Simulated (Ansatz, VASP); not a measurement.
## One calculation of Fe, two programs

```
Fe
1.0
     0.00000    1.84012    1.84012
     1.84012    0.00000    1.84012
     1.84012    1.84012    0.00000
Fe
1
Direct
  0.00000 0.00000 0.00000
```

This isn't the form of Fe at room conditions, which is bcc.

Alike in both runs: task single point; functional RPBE; k mesh 24 × 24 × 24; occupations fermi-dirac, width 0.05 eV; collinear spin.

|  | VASP | Ansatz |
| --- | --- | --- |
| version | VASP 6.6.1 | Ansatz 0.2.0 |
| potentials or method | VASP PAW PBE potentials, release 64 (Fe) | plane waves (420 eV) with PAW, scalar-relativistic |
| plane-wave cutoff (eV) | 520 | 420 |
| valence electrons in the cell | 8 | 16 |

```tsv
	VASP	Ansatz	Ansatz less VASP
net moment per atom (μB)	2.65	2.65	+0.002
size of the moment on the site where the two differ most (μB)	2.65	2.71	+0.052
```

Site moments also hang on the region over which each program counts them. With one functional, cell and mesh, what is left measures potentials, basis and numerics. The two sets of potentials don't hold the same shells in valence.
